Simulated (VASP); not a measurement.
# BN (P6_3mc) in VASP: relaxation of cell and atoms with PBE

Aim: the relaxation of cell and atoms of BN with PBE.

Program: VASP 6.6.1. These are calculated values, not measurements. Logs are shortened: lines on timing, memory, paths and dates and some standing lists are left out, and cuts for length are marked.

### 1 The structure

Symmetry: P6_3mc, No. 186, hexagonal system. Conventional cell: a = 2.550 Å, b = 2.550 Å, c = 4.210 Å, α = 90.00°, β = 90.00°, γ = 120.00°. Around B (site symmetry 3m) lie 4 N at 1.56 to 1.58 Å. Around N (site symmetry 3m) lie 4 B at 1.56 to 1.58 Å.

The cell was built by a generator and needn't be a form met in nature.

### 2 Relaxation of cell and atoms, PBE

Contents of INCAR:

```
  PREC = Accurate
  ENCUT = 600
  EDIFF = 1E-6
  ISMEAR = -1
  SIGMA = 0.05
  LREAL = False
  LASPH = True
  NELM = 60
  ALGO = Normal
  ISIF = 3
  LWAVE = False
  LCHARG = False
  GGA = PE
  IBRION = 2
  NSW = 60
  EDIFFG = -0.01
  KPAR = 4
```

Contents of KPOINTS:

```
Automatic mesh
0
Gamma
  12 12 8
```

Contents of POSCAR:

```
BN
1.0
    2.5500000000      0.0000000000      0.0000000000
   -1.2750000000      2.2083647797      0.0000000000
    0.0000000000      0.0000000000      4.2100000000
B N
2 2
Direct
    0.3333333333      0.6666666667      0.0000000000
    0.6666666667      0.3333333333      0.5000000000
    0.3333333333      0.6666666667      0.3745000000
    0.6666666667      0.3333333333      0.8745000000
```

Potentials or basis: VASP PAW PBE potentials, release 64 (B, N).

On the command line:

```bash
cat potpaw_PBE.64/B/POTCAR potpaw_PBE.64/N/POTCAR > POTCAR
mpirun -np 4 vasp_std > vasp.out
```

OUTCAR:

```text
PREC = Accurate
   ENCUT = 600
   EDIFF = 1E-6
   ISMEAR = -1
   LREAL = False
   LASPH = True
   NELM = 60
   ISIF = 3
   GGA = PE
   IBRION = 2
   NSW = 60
   EDIFFG = -0.01

 ion  position               nearest neighbor table
   1  0.333  0.667  0.000-   4 1.56   4 1.56   4 1.56   3 1.58
   2  0.667  0.333  0.500-   3 1.56   3 1.56   3 1.56   4 1.58
   3  0.333  0.667  0.374-   2 1.56   2 1.56   2 1.56   1 1.58
   4  0.667  0.333  0.874-   1 1.56   1 1.56   1 1.56   2 1.58

  LATTYP: Found a hexagonal cell.
 ALAT       =     2.5500000000
 C/A-ratio  =     1.6509803922

  Lattice vectors:

 A1 = (   2.5500000000,   0.0000000000,   0.0000000000)
 A2 = (  -1.2750000000,   2.2083647797,   0.0000000000)
 A3 = (   0.0000000000,   0.0000000000,   4.2100000000)

Analysis of symmetry for initial positions (statically):
=====================================================================
 Subroutine PRICEL returns:
 Original cell was already a primitive cell.

 Routine SETGRP: Setting up the symmetry group for a
 hexagonal supercell.

 Subroutine GETGRP returns: Found 12 space group operations
 (whereof  6 operations were pure point group operations)
 out of a pool of 24 trial point group operations.

The static configuration has the point symmetry C_3v.
 The point group associated with its full space group is C_6v.

Analysis of symmetry for dynamics (positions and initial velocities):
=====================================================================
 Subroutine PRICEL returns:
 Original cell was already a primitive cell.

 Routine SETGRP: Setting up the symmetry group for a
 hexagonal supercell.

 Subroutine GETGRP returns: Found 12 space group operations
 (whereof  6 operations were pure point group operations)
 out of a pool of 24 trial point group operations.

The dynamic configuration has the point symmetry C_3v.
 The point group associated with its full space group is C_6v.

 Subroutine INISYM returns: Found 12 space group operations
 (whereof  6 operations are pure point group operations),
 and found     1 'primitive' translations

----------------------------------------------------------------------------------------

                                     Primitive cell

  volume of cell :      23.7079

  direct lattice vectors                    reciprocal lattice vectors
     2.550000000  0.000000000  0.000000000     0.392156863  0.226411870  0.000000000
    -1.275000000  2.208364780  0.000000000     0.000000000  0.452823741  0.000000000
[... 106 lines left out ...]
   IALGO  =     38    algorithm
   IMIX   =      4    mixing-type and parameters
     AMIX     =   0.40;   BMIX     =  1.00
     AMIX_MAG =   1.60;   BMIX_MAG =  1.00
  volume/ion in A,a.u.               =       5.93        40.00
  Fermi-wavevector in a.u.,A,eV,Ry     =   1.435987  2.713622 28.056005  2.062058
  Thomas-Fermi vector in A             =   2.555225
   LORBIT       =      0    0 simple, 1 ext, 2 COOP (PROOUT), +10 PAW based schemes
   GGA     = PE    functional components
   LHFCALC =     F    Hartree Fock is set to
   AEXX    =    0.0000 exact exchange contribution
   IVDW    =     0    specifies the selected vdW correction
   LEPSILON=     F    determine dielectric tensor
   LRPA    =     F    only Hartree local field effects (RPA)
 conjugate gradient relaxation of ions
 non-spin polarized calculation
  energy-cutoff  :      600.00
  volume of cell :       23.71
 maximum number of plane-waves:       807
   NGX = 11   NGY = 11   NGZ = 17

--------------------------------------- Ionic step        1  -------------------------------------------

 number of electron      16.0000003 magnetization

 Free energy of the ion-electron system (eV)
  ---------------------------------------------------
  ext. energy  EPLUGINS =         0.00000000
  ---------------------------------------------------
  free energy    TOTEN  =       -34.83790649 eV

  energy without entropy =      -34.83790649  energy(sigma->0) =      -34.83790649

------------------------ aborting loop because EDIFF is reached ----------------------------------------

  FORCE on cell =-STRESS in cart. coord.  units (eV):
  Direction    XX          YY          ZZ          XY          YZ          ZX
  --------------------------------------------------------------------------------------
  -------------------------------------------------------------------------------------
  Total        0.3061091      0.3061091      0.5479155      0.0000000      0.0000000      0.0000000
  in kB       20.6868210     20.6868210     37.0280725      0.0000000      0.0000000      0.0000000
  external PRESSURE =      26.1339049 kB  Pullay stress =       0.0000000 kB
[... 63 lines left out ...]
--------------------------------------- Ionic step        3  -------------------------------------------

 number of electron      16.0000003 magnetization

 Free energy of the ion-electron system (eV)
  ---------------------------------------------------
  ext. energy  EPLUGINS =         0.00000000
  ---------------------------------------------------
  free energy    TOTEN  =       -34.83936295 eV

  energy without entropy =      -34.83936295  energy(sigma->0) =      -34.83936295

 E-fermi :   8.3198     XC(G=0): -12.7616

 val. band max:        7.4295362327   @ k =   0.0000   0.0000   0.0000
 cond. band min:      12.6378994754   @ k =   0.3333   0.3333   0.0000
 fundamental gap:      5.2083632427
 Fermi energy:         8.3197954443

 k-point     1 :       0.0000    0.0000    0.0000
  band No.  band energies     occupation
      1     -12.8574      2.00000
      2      -8.7485      2.00000
      3      -3.3908      2.00000
      4       5.3244      2.00000
      5       5.3244      2.00000
      6       7.1658      2.00000
      7       7.4295      2.00000
      8       7.4295      2.00000
      9      15.7592      0.00000
     10      15.7592      0.00000
     11      15.9899      0.00000
     12      16.8311      0.00000
[... 331 lines left out ...]
 k-point    24 :       0.3333    0.0000    0.1250
  band No.  band energies     occupation
      1     -10.5003      2.00000
      2      -7.5680      2.00000
      3      -1.3045      2.00000
      4      -0.1733      2.00000
      5       1.6700      2.00000
      6       3.1150      2.00000
      7       4.9260      2.00000
      8       5.6515      2.00000
      9      14.3064      0.00000
     10      15.8934      0.00000
     11      18.1017      0.00000
     12      18.5405      0.00000

 [... further k-points ...]
[... 5 lines left out ...]
  --------------------------------------------------------------------------------------
  -------------------------------------------------------------------------------------
  Total       -0.0119401     -0.0119401      0.0159435      0.0000000      0.0000000     -0.0000000
  in kB       -0.8013021     -0.8013021      1.0699738      0.0000000      0.0000000     -0.0000000
  external PRESSURE =      -0.1775435 kB  Pullay stress =       0.0000000 kB
[... 19 lines left out ...]
  FREE ENERGIE OF THE ION-ELECTRON SYSTEM (eV)
  ---------------------------------------------------
  free  energy   TOTEN  =       -34.8393629515 eV

  energy  without entropy=      -34.8393629514  energy(sigma->0) =      -34.83936295

 reached required accuracy - stopping structural energy minimisation
```

Wall time 15 s (4 MPI ranks of Intel Xeon Platinum 8488C (Sapphire Rapids), shared host); peak memory 0.15 GiB.

What came out:

```
Free energy                            : -34.8394 eV
Relaxed volume                         : 5.97 Å³/atom
Relaxed cell                           : a = 2.555 Å, b = 2.555 Å, c = 4.224 Å, α = 90.00°, β = 90.00°, γ = 120.00°
Space group after relaxing (to 0.05 Å) : P6_3mc (No. 186)
Energy gained by relaxing              : 0.4 meV/atom
Ionic steps                            : 3
Pressure after relaxing                : 0.0 GPa
Band gap on the k mesh                 : 5.21 eV, indirect (least direct gap 8.24 eV)
```

Forces in eV/Å, atoms in the order of the input:
```
B    0.000  0.000 -0.003
B    0.000  0.000 -0.003
N    0.000  0.000  0.003
N    0.000  0.000  0.003
```

Stress tensor (GPa, compression positive):
```
-0.08  0.00  0.00
 0.00 -0.08  0.00
 0.00  0.00  0.11
```

The path:
| step | energy change (eV) | largest force (eV/Å) | pressure (GPa) | volume (Å³) |
| --- | --- | --- | --- | --- |
| 1 | 0.0000 | 0.0065 | 2.61 | 23.71 |
| 2 | 0.0000 | 0.0005 | -2.63 | 24.04 |
| 3 | -0.0015 | 0.0028 | -0.02 | 23.87 |

Final structure:
```cif
data_structure
_symmetry_space_group_name_H-M 'P 1'
_symmetry_Int_Tables_number 1
_cell_length_a 2.5547
_cell_length_b 2.5547
_cell_length_c 4.2239
_cell_angle_alpha 90.000
_cell_angle_beta 90.000
_cell_angle_gamma 120.000
_cell_volume 23.87
loop_
_atom_site_label
_atom_site_type_symbol
_atom_site_fract_x
_atom_site_fract_y
_atom_site_fract_z
_atom_site_occupancy
B1 B 0.33333 0.66667 0.99996 1
B2 B 0.66667 0.33333 0.49996 1
N1 N 0.33333 0.66667 0.37454 1
N2 N 0.66667 0.33333 0.87454 1
```

Levels at points of the mesh, in eV from the valence-band top:
| k point | band 5 | band 6 | band 7 | band 8 | band 9 | band 10 | band 11 | band 12 |
| --- | --- | --- | --- | --- | --- | --- | --- | --- |
| (0.00, 0.00, 0.00) | -2.11 | -0.26 | 0.00 | 0.00 | 8.33 | 8.33 | 8.56 | 9.40 |
| (0.50, 0.00, 0.00) | -6.85 | -4.94 | -4.36 | -2.09 | 6.68 | 7.94 | 10.55 | 11.39 |
| (0.00, 0.00, 0.50) | -1.17 | -1.17 | -1.17 | -1.17 | 9.40 | 9.40 | 9.87 | 9.87 |
| (0.50, 0.00, 0.50) | -3.73 | -3.73 | -3.53 | -3.53 | 6.56 | 6.56 | 9.98 | 9.98 |
